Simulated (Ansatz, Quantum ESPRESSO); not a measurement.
Ti and the effect of the pressure

The cell as given:

It takes space group Fm-3m (No. 225, cubic). The conventional cell has a = 4.060 Å, b = 4.060 Å, c = 4.060 Å, α = 90.00°, β = 90.00°, γ = 90.00°. Ti (site symmetry m-3m) is surrounded by 12 Ti at 2.87 Å.

This isn't the form of Ti at room conditions, which is hcp.

Kept alike: task relaxation of cell and atoms; functional PBEsol; k mesh 11 × 11 × 11; occupations fermi-dirac, width 0.05 eV; no spin polarisation. Program: Quantum ESPRESSO, GBRV 1.5 PBEsol, cutoff 707 eV. The mesh is that of the run's cell of 1 atom. No spin-orbit coupling.

```csv
"pressure, P (GPa)",volume (Å³/atom)
0,16.647
2,16.368
5,15.985
10,15.426
20,14.518
```

The relaxations keep at least the cell's symmetry (Fm-3m). For a metal such a mesh leaves the last digits unconverged. Runs of this series that gave no sound value for these columns are left out. The runs follow the start's structure, whether or not it is the stable one at these pressures. P is the pressure aimed at, which the runs meet within some hundredths to tenths of a GPa.

The volume falls from 16.647 to 14.518 Å³/atom between 0 and 20 GPa. The volume falls ever more slowly, since the solid stiffens under load. At the pressures aimed at, which the runs meet within some tenths of a GPa, the step from 0 to 5 GPa gives a mean bulk modulus near 123 GPa, the last step 165 GPa. A twin series (Ansatz, all-electron LAPW, scalar-relativistic) moves it by -2.1326 between 0 and 20, against -2.1290 Å³/atom here.
